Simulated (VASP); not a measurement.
# Ta2N (P-3m1) in VASP: further runs

The runs below take Ta2N through single point, with PBE.

Program: VASP 6.6.1. These are calculated values, not measurements. Logs are shortened: lines on timing, memory, paths and dates and some standing lists are left out, and cuts for length are marked.

## (1) Starting point

Symmetry: P-3m1, No. 164, trigonal system. The conventional cell has a = 3.113 Å, b = 3.113 Å, c = 4.870 Å, α = 90.00°, β = 90.00°, γ = 120.00°. Ta (site symmetry 3m) has 3 N at 2.18 Å as nearest neighbours. N (site symmetry -3m) is surrounded by 6 Ta at 2.18 Å.

The cell comes from a database or a generator and needn't be the stable form of this composition.

## (2) Single point, PBE

INCAR

```
ADDGRID = False ; ALGO = Normal
EDIFF = 1E-7 ; ENCUT = 400
GGA = PE ; ISIF = 2
ISMEAR = 0 ; LASPH = True
LCHARG = False ; LREAL = False
LWAVE = False ; NELM = 100
PREC = Accurate ; SIGMA = 0.05
```

KPOINTS

```
k-points
0
Gamma
  9 9 5
```

POSCAR

```
Ta2N
1.0
    3.1128615060      0.0000000000      0.0000000000
   -1.5564307530      2.6958171426      0.0000000000
    0.0000000000      0.0000000000      4.8698410000
Ta N
2 1
Direct
    0.3333333333      0.6666666667      0.2547110000
    0.6666666667      0.3333333333      0.7452890000
    0.0000000000      0.0000000000      0.0000000000
```

Potentials or basis: VASP PAW PBE potentials, release 64 (Ta_pv, N).

Command:

```
cat potpaw_PBE.64/Ta_pv/POTCAR potpaw_PBE.64/N/POTCAR > POTCAR
mpirun -np 1 vasp_std > vasp.out
```

OUTCAR:

```text
EDIFF = 1E-7
   ENCUT = 400
   GGA = PE
   ISIF = 2
   ISMEAR = 0
   LASPH = True
   LREAL = False
   NELM = 100
   PREC = Accurate

 Found     50 irreducible k-points:

 Following reciprocal coordinates:
            Coordinates               Weight
  0.000000  0.000000  0.000000      1.000000
  0.111111  0.000000  0.000000      6.000000
  0.222222  0.000000  0.000000      6.000000
  0.333333  0.000000  0.000000      6.000000
  0.444444  0.000000  0.000000      6.000000
  0.111111  0.111111  0.000000      6.000000
   k-points           NKPTS =     50   k-points in BZ     NKDIM =     50   number of bands    NBANDS=     17
   number of dos      NEDOS =    301   number of ions     NIONS =      3
   total plane-waves  NPLWV =  12800
   dimension x,y,z NGX =    20 NGY =   20 NGZ =   32
   dimension x,y,z NGXF=    40 NGYF=   40 NGZF=   64
   ions per type =               2   1
   NGX,Y,Z   is equivalent  to a cutoff of  10.68, 10.68, 10.92 a.u.
   NGXF,Y,Z  is equivalent  to a cutoff of  21.36, 21.36, 21.85 a.u.
 SYSTEM =  unknown system
   PREC   = accura    normal or accurate (medium, high low for compatibility)
   ISTART =      0    job   : 0-new  1-cont  2-samecut
   ICHARG =      2    charge: 1-file 2-atom 10-const
   ISPIN  =      1    spin polarized calculation?
   LNONCOLLINEAR =      F non collinear calculations
   LSORBIT =      F    spin-orbit coupling
   LASPH  =      T    aspherical Exc in radial PAW
   ENCUT  =  400.0 eV  29.40 Ry    5.42 a.u.   5.08  5.08  7.94*2*pi/ulx,y,z
   NELM   =    100;   NELMIN=  2; NELMDL= -5     # of ELM steps
   EDIFF  = 0.1E-06   stopping-criterion for ELM
   LREAL  =      F    real-space projection
   EDIFFG = 0.1E-05   stopping-criterion for IOM
   NSW    =      0    number of steps for IOM
   IBRION =     -1    ionic relax: 0-MD 1-quasi-New 2-CG
   NFREE  =      0    steps in history (QN), initial steepest desc. (CG)
   ISIF   =      2    stress and relaxation
   ISYM   =      2    0-nonsym 1-usesym 2-fastsym
   POTIM  = 0.5000    time-step for ionic-motion
   TEBEG  =    0.0;   TEEND  =   0.0 temperature during run
   PSTRESS=    0.0 pullay stress
   NELECT =      27.0000    total number of electrons
   NUPDOWN=      -1.0000    fix difference up-down
   EMIN   =  10.00;   EMAX   =-10.00  energy-range for DOS
   EFERMI =   0.00;   METHOD = LEGACY
   ISMEAR =     0;   SIGMA  =   0.05  broadening in eV -4-tet -1-fermi 0-gaus
   EFERMI_NEDOS =   21; number of points for ismear=-14 and -15
   IALGO  =     38    algorithm
   IMIX   =      4    mixing-type and parameters
     AMIX     =   0.40;   BMIX     =  1.00
     AMIX_MAG =   1.60;   BMIX_MAG =  1.00
  volume/ion in A,a.u.               =      13.62        91.93
  Fermi-wavevector in a.u.,A,eV,Ry     =   1.425852  2.694469 27.661374  2.033054
  Thomas-Fermi vector in A             =   2.546192
   LORBIT       =      0    0 simple, 1 ext, 2 COOP (PROOUT), +10 PAW based schemes
   GGA     = PE    functional components
   LHFCALC =     F    Hartree Fock is set to
   AEXX    =    0.0000 exact exchange contribution
   IVDW    =     0    specifies the selected vdW correction
   LEPSILON=     F    determine dielectric tensor
   LRPA    =     F    only Hartree local field effects (RPA)
 non-spin polarized calculation
 Gauss-broadening in eV      SIGMA  =   0.05
  energy-cutoff  :      400.00
  volume of cell :       40.87
 maximum number of plane-waves:       756
   NGX = 11   NGY = 11   NGZ = 15

 number of electron      27.0000003 magnetization

 Free energy of the ion-electron system (eV)
  ---------------------------------------------------
  ext. energy  EPLUGINS =         0.00000000
  ---------------------------------------------------
  free energy    TOTEN  =       -34.37487171 eV

  energy without entropy =      -34.37235543  energy(sigma->0) =      -34.37361357

 E-fermi :   7.4767     XC(G=0): -12.8470

 val. band max:        7.4751771990   @ k =   0.1111   0.0000   0.0000
 cond. band min:       7.4775359920   @ k =   0.2222   0.0000   0.0000
 fundamental gap:      0.0023587931
 Fermi energy:         7.4767274108

 k-point     1 :       0.0000    0.0000    0.0000
  band No.  band energies     occupation
      1     -28.2178      2.00000
      2     -27.5128      2.00000
      3     -27.5128      2.00000
      4     -27.3877      2.00000
      5     -27.3877      2.00000
      6     -27.2639      2.00000
      7      -9.9643      2.00000
      8      -0.9205      2.00000
      9       1.4330      2.00000
     10       1.4330      2.00000
     11       2.5029      2.00000
     12       6.8182      2.00000
     13       7.2346      2.00000
     14       7.2346      2.00000
     15       7.7475      0.00000
     16       7.7475      0.00000
     17       7.7521      0.00000

 k-point     2 :       0.1111    0.0000    0.0000
  band No.  band energies     occupation
      1     -28.1817      2.00000
      2     -27.5839      2.00000
      3     -27.5383      2.00000
      4     -27.4587      2.00000
      5     -27.3936      2.00000
      6     -27.2781      2.00000
      7      -9.8365      2.00000
      8      -0.6377      2.00000
      9       0.6420      2.00000
     10       1.4380      2.00000
     11       3.2116      2.00000
     12       5.8716      2.00000
     13       6.7137      2.00000
     14       7.4155      1.91668
     15       7.4752      1.03497
     16       7.5746      0.00565
     17       8.7779      0.00000

 k-point     3 :       0.2222    0.0000    0.0000
  band No.  band energies     occupation
      1     -28.0831      2.00000
      2     -27.7647      2.00000
      3     -27.6279      2.00000
      4     -27.5979      2.00000
      5     -27.4130      2.00000
      6     -27.3227      2.00000
      7      -9.5449      2.00000
      8      -0.3132      2.00000
      9       0.1068      2.00000
     10       1.3884      2.00000
     11       3.7497      2.00000
     12       4.8063      2.00000
     13       5.9003      2.00000
     14       7.4775      0.98175
     15       8.2797      0.00000
     16       8.5400      0.00000
     17       9.2091      0.00000

 k-point     4 :       0.3333    0.0000    0.0000
  band No.  band energies     occupation
      1     -27.9933      2.00000
      2     -27.9252      2.00000
      3     -27.8057      2.00000
      4     -27.6606      2.00000
      5     -27.4394      2.00000
      6     -27.3971      2.00000
      7      -9.2751      2.00000
      8      -0.7931      2.00000
      9       0.6919      2.00000
     10       1.2552      2.00000
     11       3.3894      2.00000
     12       4.7153      2.00000
     13       5.6856      2.00000
     14       8.2040      0.00000
     15       9.1082      0.00000
     16       9.8158      0.00000
     17       9.9215      0.00000

 k-point     5 :       0.4444    0.0000    0.0000
  band No.  band energies     occupation
      1     -28.1124      2.00000
      2     -27.9170      2.00000
      3     -27.8169      2.00000
      4     -27.6998      2.00000
      5     -27.4784      2.00000
      6     -27.4580      2.00000
      7      -9.1389      2.00000
      8      -0.9729      2.00000
      9       0.9325      2.00000
     10       1.1383      2.00000
     11       2.9960      2.00000
     12       4.8367      2.00000
     13       6.0182      2.00000
     14       9.1551      0.00000
     15       9.2308      0.00000
     16      10.9058      0.00000
     17      11.1708      0.00000

 k-point     6 :       0.1111    0.1111    0.0000
  band No.  band energies     occupation
      1     -28.1142      2.00000
      2     -27.6829      2.00000
      3     -27.6483      2.00000
      4     -27.5216      2.00000
      5     -27.4229      2.00000
      6     -27.3075      2.00000
      7      -9.6280      2.00000
      8      -0.1549      2.00000
      9      -0.0182      2.00000
     10       1.3758      2.00000
     11       3.7272      2.00000
     12       4.9605      2.00000
     13       6.1536      2.00000
     14       7.2262      2.00000
     15       7.8419      0.00000
     16       8.4179      0.00000
     17       9.5588      0.00000

 [... further k-points ...]

------------------------ aborting loop because EDIFF is reached ----------------------------------------

  FORCE on cell =-STRESS in cart. coord.  units (eV):
  Direction    XX          YY          ZZ          XY          YZ          ZX
  --------------------------------------------------------------------------------------
  -------------------------------------------------------------------------------------
  Total       -0.8228001     -0.8228001     -0.3547777      0.0000000      0.0000000      0.0000000
  in kB      -32.2581850    -32.2581850    -13.9091933      0.0000000      0.0000000      0.0000000
  external PRESSURE =     -26.1418544 kB  Pullay stress =       0.0000000 kB

 VOLUME and BASIS-vectors are now :
 -----------------------------------------------------------------------------
  energy-cutoff  :      400.00
  volume of cell :       40.87
      direct lattice vectors                 reciprocal lattice vectors
     3.112861506  0.000000000  0.000000000     0.321247829  0.185472520  0.000000000
    -1.556430753  2.695817143  0.000000000     0.000000000  0.370945041  0.000000000
     0.000000000  0.000000000  4.869841000     0.000000000  0.000000000  0.205345513

 POSITION                                       TOTAL-FORCE (eV/Angst)
 -----------------------------------------------------------------------------------
     -0.00000      1.79721      1.24040         0.000000      0.000000      0.076382
      1.55643      0.89861      3.62944        -0.000000      0.000000     -0.076382
      0.00000      0.00000      0.00000         0.000000      0.000000     -0.000000
 -----------------------------------------------------------------------------------
    total drift:                                0.000000     -0.000000      0.000000

  FREE ENERGIE OF THE ION-ELECTRON SYSTEM (eV)
  ---------------------------------------------------
  free  energy   TOTEN  =       -34.3748717126 eV

  energy  without entropy=      -34.3723554254  energy(sigma->0) =      -34.37361357
```

Wall time 24 s (1 thread of AMD EPYC 7R43 (Zen 3), shared host); peak memory 0.11 GiB.

These settings aren't checked as converged: the numbers below hold their error.

What came out:

```yaml
Free_energy: -34.3749 eV
Largest_force: 0.076 eV/Å
Band_gap_on_the_k_mesh: none (metal or under the smearing width)
```

Caveat: the cutoff is under 1.25 times the usual one of these potentials, so pressure, stress and relaxed cells hold a basis-set (Pulay) error.

## (3) Single point, PBE

INCAR, as its differences from that of step 2:

```diff
@@ -1,3 +1,3 @@
 ADDGRID = False ; ALGO = Normal
-EDIFF = 1E-7 ; ENCUT = 400
+EDIFF = 1E-7 ; ENCUT = 900
 GGA = PE ; ISIF = 2
```

KPOINTS

```
k-points
0
Gamma
  6 6 4
```

POSCAR is that of step 2.

Potentials or basis: VASP PAW PBE potentials, release 64 (Ta_pv, N).

Command:

```
cat potpaw_PBE.64/Ta_pv/POTCAR potpaw_PBE.64/N/POTCAR > POTCAR
mpirun -np 1 vasp_std > vasp.out
```

OUTCAR:

```text
EDIFF = 1E-7
   ENCUT = 900
   GGA = PE
   ISIF = 2
   ISMEAR = 0
   LASPH = True
   LREAL = False
   NELM = 100
   PREC = Accurate

 Found     24 irreducible k-points:

 Following reciprocal coordinates:
            Coordinates               Weight
  0.000000  0.000000  0.000000      1.000000
  0.166667  0.000000  0.000000      6.000000
  0.333333 -0.000000  0.000000      6.000000
  0.500000  0.000000  0.000000      3.000000
  0.166667  0.166667  0.000000      6.000000
  0.333333  0.166667  0.000000     12.000000
   k-points           NKPTS =     24   k-points in BZ     NKDIM =     24   number of bands    NBANDS=     17
   number of dos      NEDOS =    301   number of ions     NIONS =      3
   total plane-waves  NPLWV =  43200
   dimension x,y,z NGX =    30 NGY =   30 NGZ =   48
   dimension x,y,z NGXF=    60 NGYF=   60 NGZF=   96
   ions per type =               2   1
   NGX,Y,Z   is equivalent  to a cutoff of  16.02, 16.02, 16.39 a.u.
   NGXF,Y,Z  is equivalent  to a cutoff of  32.04, 32.04, 32.77 a.u.
 SYSTEM =  unknown system
   PREC   = accura    normal or accurate (medium, high low for compatibility)
   ISTART =      0    job   : 0-new  1-cont  2-samecut
   ICHARG =      2    charge: 1-file 2-atom 10-const
[... 56 lines left out ...]

 val. band max:        7.5641641814   @ k =   0.1667   0.0000   0.2500
 cond. band min:       7.6115353493   @ k =   0.3333  -0.0000   0.5000
 fundamental gap:      0.0473711679
 Fermi energy:         7.5758451684

 k-point     1 :       0.0000    0.0000    0.0000
  band No.  band energies     occupation
      1     -28.2229      2.00000
      2     -27.5045      2.00000
      3     -27.5045      2.00000
      4     -27.3793      2.00000
      5     -27.3793      2.00000
      6     -27.2692      2.00000
[... 97 lines left out ...]
      4     -27.7316      2.00000
      5     -27.5421      2.00000
      6     -27.4952      2.00000
[... 9 lines left out ...]
     16      10.2008      0.00000
     17      10.8060      0.00000

 [... further k-points ...]

------------------------ aborting loop because EDIFF is reached ----------------------------------------

  FORCE on cell =-STRESS in cart. coord.  units (eV):
  Direction    XX          YY          ZZ          XY          YZ          ZX
  --------------------------------------------------------------------------------------
  -------------------------------------------------------------------------------------
  Total       -0.2001330     -0.2001330     -0.1160492      0.0000000     -0.0000000      0.0000000
  in kB       -7.8462884     -7.8462884     -4.5497528      0.0000000     -0.0000000      0.0000000
  external PRESSURE =      -6.7474432 kB  Pullay stress =       0.0000000 kB

 VOLUME and BASIS-vectors are now :
 -----------------------------------------------------------------------------
  energy-cutoff  :      900.00
  volume of cell :       40.87
      direct lattice vectors                 reciprocal lattice vectors
     3.112861506  0.000000000  0.000000000     0.321247829  0.185472520  0.000000000
    -1.556430753  2.695817143  0.000000000     0.000000000  0.370945041  0.000000000
     0.000000000  0.000000000  4.869841000     0.000000000  0.000000000  0.205345513

 POSITION                                       TOTAL-FORCE (eV/Angst)
 -----------------------------------------------------------------------------------
     -0.00000      1.79721      1.24040         0.000000      0.000000     -0.257728
      1.55643      0.89861      3.62944        -0.000000     -0.000000      0.257728
      0.00000      0.00000      0.00000         0.000000      0.000000      0.000000
 -----------------------------------------------------------------------------------
    total drift:                               -0.000000      0.000000     -0.000000

  FREE ENERGIE OF THE ION-ELECTRON SYSTEM (eV)
  ---------------------------------------------------
  free  energy   TOTEN  =       -34.3827233308 eV

  energy  without entropy=      -34.3806078017  energy(sigma->0) =      -34.38166557
```

It took 66 s on 1 thread of AMD EPYC 7R43 (Zen 3), shared host; peak memory 0.17 GiB.

The run converged, but some of its settings lie outside the range that counts as converged, so its numbers aren't taken as properties of the crystal.

What came out:

```
Free energy            : -34.3827 eV
Pressure               : -0.7 GPa
Largest force          : 0.258 eV/Å
Band gap on the k mesh : none (metal or under the smearing width)
```

Caveat: the k mesh is coarse (spacing up to 0.39 Å⁻¹), so the values aren't converged.
